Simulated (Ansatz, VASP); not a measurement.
## Nb: VASP beside Ansatz

The input INCAR:

```
  ALGO = Normal
  EDIFF = 1E-8
  ENCUT = 520
  GGA = PS
  ISIF = 2
  ISMEAR = -1
  LASPH = T
  LCHARG = F
  LEFG = T
  LREAL = F
  LWAVE = F
  NBANDS = 12
  NELM = 60
  PREC = Accurate
  SIGMA = 0.08
```

File KPOINTS:

```
k-points
0
Gamma
  13 13 13
```

POSCAR

```
Nb
1.0
    0.0000000000      2.1150000000      2.1150000000
    2.1150000000      0.0000000000      2.1150000000
    2.1150000000      2.1150000000      0.0000000000
Nb
1
Direct
    0.0000000000      0.0000000000      0.0000000000
```

Input for Ansatz:

```yaml
crystal:
  lattice:
    - [0.0, 2.115, 2.115]
    - [2.115, 0.0, 2.115]
    - [2.115, 2.115, 0.0]
  atoms:
    - { symbol: Nb, position: [0.0, 0.0, 0.0] }
kpoints:
  mp_grid: { grid: [13, 13, 13] }
  band_path:
    path:
      - [0.0, 0.0, 0.0]
      - [0.5, 0.0, 0.5]
      - [0.625, 0.25, 0.625]
      - [0.375, 0.375, 0.75]
      - [0.0, 0.0, 0.0]
      - [0.5, 0.5, 0.5]
      - [0.5, 0.25, 0.75]
      - [0.5, 0.0, 0.5]
    npoints: 14
scf:
  occupations: { method: fermi_dirac, width: 0.08 }
hamiltonian:
  xc: pbesol
  pseudopotentials: { kind: paw }
output:
  forces: true
  stress: true
  eigenvalues: true
  efg: { contact_densities: true }
  populations: true
  bader: true
  dos: { projected: true, de: 0.2, e_range: [-14, 8] }
  write_density: true
  write_potential: true
  elf: true
  volumetric_format: npy
```

Alike in both runs: task electric field gradients; functional PBEsol; k mesh 13 × 13 × 13; occupations fermi-dirac, width 0.08 eV; no spin polarisation.

|  | VASP | Ansatz |
| --- | --- | --- |
| version | VASP 6.6.1 | Ansatz 0.2.0 |
| potentials or method | VASP PAW PBE potentials, release 64 (Nb_sv) | PAW with Ansatz's default frozen-core files, scalar-relativistic |
| plane-wave cutoff (eV) | 520 | 420 |
| valence electrons in the cell | 13 | 13 |

|  | VASP | Ansatz | Ansatz less VASP |
| --- | --- | --- | --- |
| pressure (GPa) | -6.9 | -6.6 | +0.27 |
| Vzz of the field gradient on the site that differs most (V/Å²) | 0.0 | 0.0 | 0.00 |

With one functional, cell and mesh, what is left measures potentials, basis and numerics. Ansatz warned: «gradients_without_spin_orbit».

Caveats: the PAW data sets were made with another functional, which shifts forces and pressure a little (VASP).
